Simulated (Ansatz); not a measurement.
# Ni(111) / 3 layers Cu(111) / Ni(111): resistance against film thickness, part 3 of 3

Wanted: interface resistance and thickness dependence for Ni(111) / 3 layers Cu(111) / Ni(111).

Ansatz 0.2.0; Ansatz plane-wave DFT, PBEsol, PAW files, collinear spin; ballistic transport by layer matching (Landauer), zero bias.

So far. Step 4 (With 6 layers, k-mesh 17×17×1, film layers 6): The conductance of the junction is 8.0e14 S/m², 0.96 % over the 8.0e14 S/m² of the last finished run, within the error estimates, leads' steps apart, of 1.9 and 2.7 %.

## 5. With 8 layers, k-mesh 17×17×1, film layers 8 (continued)

Per spin. Transmission, zone mean against energy, zero at the Fermi level:

| energy (eV) | T up | T down |
| --- | --- | --- |
| -0.270 | 0.488 | 0.480 |
| -0.234 | 0.498 | 0.487 |
| -0.198 | 0.509 | 0.531 |
| -0.162 | 0.519 | 0.502 |
| -0.126 | 0.529 | 0.527 |
| -0.090 | 0.505 | 0.545 |
| -0.054 | 0.525 | 0.550 |
| -0.018 | 0.538 | 0.578 |
| 0.018 | 0.546 | 0.561 |
| 0.054 | 0.553 | 0.550 |
| 0.090 | 0.561 | 0.524 |
| 0.126 | 0.570 | 0.513 |
| 0.162 | 0.585 | 0.525 |
| 0.198 | 0.574 | 0.462 |
| 0.234 | 0.572 | 0.448 |
| 0.270 | 0.579 | 0.440 |

The conductance of the junction is 7.9e14 S/m², 1.5 % under the 8.0e14 S/m² of the last finished run, within the error estimates, leads' steps apart, of 2.7 and 3.1 %.

## 6. With 10 layers, k-mesh 17×17×1, film layers 10

The stack now holds 10 film layers; the k-mesh follows the cell, and the energies span -0.27 to 0.27 eV.

System of this step: Ni(111) / 10 layers Cu(111) / Ni(111). The cell holds 18 atoms: 8 Ni and 10 Cu. Cell: a = 2.492 Å, b = 2.492 Å, c = 38.239 Å, α = 90.0°, β = 90.0°, γ = 120.0°. It derives from Ni and Cu. Regions: lead, 8 atoms (8 Ni); films, 10 atoms (10 Cu). The structure is stacked along c, and the current runs across the ab planes.

Input file input.yaml:

```yaml
crystal:
  lattice:
    - [2.4918442969, 0.0, 0.0]
    - [-1.2459221485, 2.1580004634, 0.0]
    - [0.0, 0.0, 38.2389710242]
  atoms:
    - { symbol: Ni, position: [0.0, 0.0, 0.0266035185], spin: 1.0 }
    - { symbol: Ni, position: [0.3333333333, 0.6666666667, 0.0798105556], spin: 1.0 }
    - { symbol: Ni, position: [0.6666666667, 0.3333333333, 0.1330175927], spin: 1.0 }
    - { symbol: Ni, position: [0.0, 0.0, 0.1862246297], spin: 1.0 }
    - { symbol: Cu, position: [0.3333333333, 0.6666666667, 0.2415453334] }
    - { symbol: Cu, position: [0.6666666667, 0.3333333333, 0.2989797038] }
    - { symbol: Cu, position: [0.0, 0.0, 0.3564140741] }
    - { symbol: Cu, position: [0.3333333333, 0.6666666667, 0.4138484445] }
    - { symbol: Cu, position: [0.6666666667, 0.3333333333, 0.4712828148] }
    - { symbol: Cu, position: [0.0, 0.0, 0.5287171852] }
    - { symbol: Cu, position: [0.3333333333, 0.6666666667, 0.5861515555] }
    - { symbol: Cu, position: [0.6666666667, 0.3333333333, 0.6435859259] }
    - { symbol: Cu, position: [0.0, 0.0, 0.7010202962] }
    - { symbol: Cu, position: [0.3333333333, 0.6666666667, 0.7584546666] }
    - { symbol: Ni, position: [0.6666666667, 0.3333333333, 0.8137753703], spin: 1.0 }
    - { symbol: Ni, position: [0.0, 0.0, 0.8669824073], spin: 1.0 }
    - { symbol: Ni, position: [0.3333333333, 0.6666666667, 0.9201894444], spin: 1.0 }
    - { symbol: Ni, position: [0.6666666667, 0.3333333333, 0.9733964815], spin: 1.0 }
magnetization:
  spin_polarized: true
kpoints:
  mp_grid: { grid: [17, 17, 1] }
hamiltonian:
  xc: pbesol
scf:
  occupations: { method: fermi_dirac, width: 0.1 }
output:
  transmission:
    leads: [[0, 1]]
    kmesh: [34, 34]
    e_range: [-0.27, 0.27]
    de: 0.036
  write_potential: true
  write_density: true
  volumetric_format: npy
```

On the command line:

```
$ ansatz run input.yaml --threads 4 --pin off --max-ram 8192MiB --backend cpu --events-out ev --progress --plain --runs-dir out
```

Numbers of over 12 decimals in the logs are rounded to 6 here.

The log of the run:

```text
[...]
Crystal: 18 atoms, lattice volume = 205.626 Å³
Basis set: ecut = 420 eV, 3901 PW (Γ)
Bands: 206, of which v1, the nominal top of the filled ones, is band 167 counted from 1 (166 counted from 0)
Symmetry: 12 space group operations
[...]
k-points: 33 of 289
[...]
Starting moments: Σ|m| = 8 μB on 8 of 18 sites
[...]
points     : 114, standing for a mesh of 34 x 34
[...]
filled         : 17.1 meV under the level at which it is neutral
    channels       : 6.358131e-1 up, 1.807958e0 down
[...]
slowest decay  : 0.0803 /Å at (0.0294, 0.0000)
  junction   : crystal 0 to crystal 0, 0.69 to 36.90 Å
    transmission   : 5.488063e-1 up, 6.004359e-1 down
[...]
resistance     : 2.8950e-4 Ω µm² beyond half of each lead's own
[key lines of the parts left out:]
SCF converged after 26 iterations
Magnetization: 4.7326 μB (169.3663 up, 164.6337 down)
Free energy (F): -112327.273860 eV
Fermi energy:    17.108632 eV
```

Wall time 3.8 min (4 threads of Intel Xeon Platinum 8259CL at 2.50GHz (Skylake/Cascade Lake), shared host); peak memory 2.6 GiB; 14 min of CPU time.

This step gave:

```yaml
free_energy: -112327.2739 eV
energy_at_zero_smearing: -112327.0045 eV
fermi_energy: 17.11 eV
magnetization: 4.733 μB
absolute_magnetization: 5.401 μB
conductance_of_the_junction: 7.95e14 S/m²
junction_conductance_per_cell: 0.5520 G₀
estimated_errors_of_the_junction_s_conductance: 0.2, 1.8, 2, 140.8, 0.8 % (energy step, band edges, k-mesh, leads' steps, distance from neutral)
area_resistance_that_the_stack_adds_contact_term_taken_off_spin_by_spin: 0.2895 fΩ m²
```

Per spin. Table of transmission, zone mean by energy, zero at the Fermi level:

| energy (eV) | T up | T down |
| --- | --- | --- |
| -0.270 | 0.496 | 0.484 |
| -0.234 | 0.507 | 0.524 |
| -0.198 | 0.512 | 0.512 |
| -0.162 | 0.507 | 0.527 |
| -0.126 | 0.518 | 0.509 |
| -0.090 | 0.508 | 0.530 |
| -0.054 | 0.529 | 0.534 |
| -0.018 | 0.541 | 0.553 |
| 0.018 | 0.549 | 0.600 |
| 0.054 | 0.557 | 0.582 |
| 0.090 | 0.569 | 0.517 |
| 0.126 | 0.577 | 0.511 |
| 0.162 | 0.580 | 0.492 |
| 0.198 | 0.564 | 0.444 |
| 0.234 | 0.565 | 0.455 |
| 0.270 | 0.579 | 0.450 |

The conductance of the junction is 8.0e14 S/m², 0.53 % over the 7.9e14 S/m² of the last finished run, within the error estimates, leads' steps apart, of 3.1 and 2 %. The estimate from the leads' steps, 141 %, is larger still.

## 7. The ladder

Times are for 4 threads of Intel Xeon Platinum 8259CL at 2.50GHz (Skylake/Cascade Lake), shared host. The runs compared:

| no. | film layers | area resistance that the stack adds (contact term taken off, spin by spin) (fΩ m²) | conductance of the junction (S/m²) | time | memory (GiB) |
| --- | --- | --- | --- | --- | --- |
| 1 | 3 | 0.2171 | 8.11e14 | 13 min | 3.4 |
| 2 | 5 | 0.2646 | 7.95e14 | 7.4 min | 2.6 |
| 3 | 6 | 0.2901 | 8.03e14 | 7.3 min | 3.0 |
| 4 | 8 | 0.2988 | 7.91e14 | 7.9 min | 3.8 |
| 5 | 10 | 0.2895 | 7.95e14 | 3.8 min | 2.6 |

## 8. Outcome

```json
{
  "area resistance, 3 layers": "0.217 fΩ m²",
  "area resistance, 5 layers": "0.265 fΩ m²",
  "area resistance, 6 layers": "0.290 fΩ m²",
  "area resistance, 8 layers": "0.299 fΩ m²",
  "area resistance, 10 layers": "0.289 fΩ m²"
}
```

**Reading.** The stack adds 0.22 fΩ m² with 3 layers and 0.29 fΩ m² with 10. From 5 layers on no step exceeds the two runs' error estimates together, as expected where only the two interfaces scatter; half the mean, 0.14 fΩ m², is a rough coherent figure for one interface. Atoms sit on ideal sites and aren't relaxed. One magnetic start was tried, and the two spins conduct in parallel without mixing. The program's estimate of the error from the leads' steps alone runs to 141 %, although the steps are small; only longer leads would test it. Cu(111) is compressed by 2.5 % in plane to fit Ni(111), at its own atomic volume. 1 further run is left out: refused by the program, or repeats without effect or without named leads.

[Logs are printed without paths, hosts, clocks, repeated set-up lines and the standing remarks that a program may print on its own settings, such as how far it seeks lower states.]

[Hosts, paths, dates, database ids (printed as entryN), source tags and the programs' standing remarks are cut or masked in the printed files.]
